Q: How much can the choice of functional change the computed band gap of CdS if no atom moves?

A: Among the five functionals here, by about 0.9 eV, which is nearly a factor of two. In the table, "gap on path" is the energy from the highest filled to the lowest empty level along a line through the special points of the crystal's wave vectors. "Direct gap on path" is the smallest such distance at a single wave vector. The two agree in every row, so the gap is direct throughout.

GPAW 26.7.0 plane-wave PAW DFT bands of zinc-blende CdS, with the same fixed 2-atom cell in every row (cubic edge 5.833 Å). All runs use a 600 eV cutoff, a 6 × 6 × 6 k mesh for the self-consistent density and Fermi-Dirac smearing of 0.05 eV. Spin-orbit coupling is added after self-consistency and is included in both gaps.

```
functional                                           potentials  gap on path (eV)  direct gap on path (eV)
       PBE                 GPAW-PAW-data-sets-(gpaw-data-1.2.1)             1.109                    1.109
    PBEsol  PAW-data-sets-made-by gpaw-setup-for-the-functional             0.968                    0.968
    r2SCAN                 GPAW-PAW-data-sets-(gpaw-data-1.2.1)             1.545                    1.545
     M06-L                 GPAW-PAW-data-sets-(gpaw-data-1.2.1)             1.489                    1.489
     mBEEF                 GPAW-PAW-data-sets-(gpaw-data-1.2.1)             1.866                    1.866
```

Q: Can I tell from the type of functional which gap will be larger?

A: Among these five you can tell the group, but not the value; other meta-GGAs may open the gap much less. PBE and PBEsol are GGAs, which use the electron density and its gradient. The other three are meta-GGAs, which also use the kinetic-energy density, and all of them lie at least 0.38 eV above both GGAs.

A model with one constant for the GGAs and one added step for the meta-GGAs, fitted to all five rows, gives a step of about 0.6 eV. It puts mBEEF 0.23 eV too low, and the meta-GGAs differ among themselves by almost as much as the empty interval between the groups. The output after this text gives the details.

Q: Why should the kinetic-energy density open the gap?

A: Because it lets the functional treat filled and empty orbitals differently. A GGA gives every orbital ψ the same local potential. In a meta-GGA, the xc energy density e also depends on the kinetic-energy density τ, and this adds to the energy of each orbital the term

½ ∫ μ |∇ψ|² dr, with μ = ∂e/∂τ (atomic units).

The top of the valence band is mainly sulfur 3p, while the bottom of the conduction band is mainly s-like. These orbitals vary differently in space, so the term shifts the two edges by different amounts. It does not come alone, since the local part of the potential changes with it. Where μ is positive, the term by itself is expected to raise the compact sulfur 3p level more than the diffuse s-like one, which would narrow the gap, so an opening is the net result of both parts.

Theory also says why the gap usually grows. The true gap contains a jump of the potential on adding an electron, the derivative discontinuity, which the orbital energies of a GGA leave out. An orbital-dependent potential brings part of it into the orbital gap. How much depends on the functional, and no run here separates this part from the rest, so the cause is expected rather than shown.

Q: Could I then keep the GGA bands and shift all the empty ones up by a constant?

A: Not if you want the M06-L bands from the PBEsol ones, the pair for which orbital energies are at hand. At the zone centre Γ, where both have their gap, M06-L opens it by 0.52 eV. At the zone-boundary points X and L, the distance between filled and empty levels grows by 0.16 and 0.68 eV. A constant that matches the M06-L gap at Γ would therefore miss the M06-L distances at X and L.

This unevenness fits an orbital-dependent term but does not prove it, since a changed local potential could also cause it. PBEsol also has its own atomic data sets.

Q: PBE and PBEsol differ by 0.14 eV. Would that remain if each relaxed the cell?

A: Probably very little of it. In the shared cell, PBE is under a pressure of 2.6 GPa and would expand, while PBEsol is slightly stretched and would shrink. The measured gap of CdS rises by roughly 0.04 to 0.05 eV per GPa, a recalled value that a functional need not match exactly. With the lower figure:

PBE: 1.109 − 0.04 × 2.604 ≈ 1.00 eV
PBEsol: 0.968 + 0.04 × 0.469 ≈ 0.99 eV

With the higher figure the order even reverses, so the estimate can't say which gap would be larger. The pressures do not explain the difference in the table, where the cell is the same. There, the functional and the atomic data sets change together. By the same estimate, the meta-GGAs would stay well above both GGAs.

Q: What does spin-orbit coupling do, and what if tellurium replaced sulfur?

A: Here it lowers the gap by only about 0.015 eV in each row. It splits the p-like top of the valence band, and the upper part rises by about a third of the splitting. The implied splittings are 0.04 to 0.05 eV. The program carries a warning that its splittings come out too wide, but these lie below the recalled measured value of roughly 0.07 eV. The meta-GGA rows add the coupling without the xc potential, so they are not treated quite like the GGAs. Either way the effect is too small to alter the order. In CdTe the splitting is roughly 0.9 eV, again a recalled value, so the same rule gives a lowering of about 0.3 eV and the coupling could not be neglected.

Q: Which digits can I trust, and which value should I compare with experiment?

A: The separation of the two groups is probably safe, but the third decimal is not. All three meta-GGAs use atomic data sets made for PBE, and the resulting error is untested. I would expect it to be smaller than the 0.38 eV between the groups, but it could matter for the 0.056 eV between r2SCAN and M06-L, so I would give no cause for that difference. Nor is there a test of the plane-wave cutoff or the k mesh.

The measured gap is roughly 2.5 eV, so even mBEEF falls short by about 0.6 eV and PBEsol by 1.5 eV. Atomic vibrations, which are left out, would lower the computed gaps further. The shortfall is the known failure of such functionals, which miss much of the discontinuity. PBEsol and M06-L also place the Cd 4d levels too high: the threefold level at Γ lies 7.7 and 7.8 eV below the valence top, against a recalled measured depth of roughly 9.5 eV. This pushes the sulfur 3p levels up and narrows the gap, but it is expected to be a minor share. The splitting of the 4d levels, a rough gauge of the whole push, is only about 0.5 eV, and lowering the levels to the measured depth should remove about a fifth of that. None of these values should stand in for a measured absorption edge.

Numerical output:

```
Highest less lowest gap (eV): 0.898
Highest over lowest gap (ratio): 1.928
Lowest meta-GGA less highest GGA gap (eV): 0.38
Spread among the meta-GGAs (eV): 0.377
r2SCAN less M06-L gap (eV): 0.056
fit of gap_on_path on 5 rows: constant 1.038 +/- 0.12, coefficient of meta 0.5948 +/- 0.16; rms 0.136, worst mBEEF -0.233, leave-one-out rms 0.213
Spin-orbit lowering and estimated relaxed gaps:
     row  pressure GPa  lowering eV  implied splitting eV  relaxed gap at 0.04 eV/GPa  relaxed gap at 0.05 eV/GPa
     PBE         2.604      0.01617                0.0485                       1.005                      0.9788
  PBEsol       -0.4689      0.01566               0.04698                      0.9868                      0.9914
  r2SCAN         1.359      0.01377               0.04132                       1.491                       1.477
   M06-L         2.048      0.01381               0.04142                       1.407                       1.387
   mBEEF         2.209      0.01469               0.04406                       1.778                       1.756
PBE less PBEsol gap in the fixed cell (eV): 0.141
PBE less PBEsol gap after relaxation at 0.04 eV/GPa (eV): 0.01807
PBE less PBEsol gap after relaxation at 0.05 eV/GPa (eV): -0.01266
M06-L less PBEsol gap (eV): 0.521
Cd 4d t2 level below valence top at Gamma in PBEsol (eV): 7.698
Cd 4d t2 level below valence top at Gamma in M06-L (eV): 7.823
Cd 4d t2 to e splitting at Gamma in PBEsol (eV): 0.4934
Cd 4d t2 to e splitting at Gamma in M06-L (eV): 0.4605
Fall of that splitting from PBEsol to M06-L (eV): 0.03289
Vertical gap at Gamma, M06-L less PBEsol (eV): 0.5192
Vertical gap at X, M06-L less PBEsol (eV): 0.1592
Vertical gap at L, M06-L less PBEsol (eV): 0.6806
Shortfall of the highest row from a recalled rough 2.5 eV (eV): 0.634
Shortfall of the lowest row from a recalled rough 2.5 eV (eV): 1.532
```
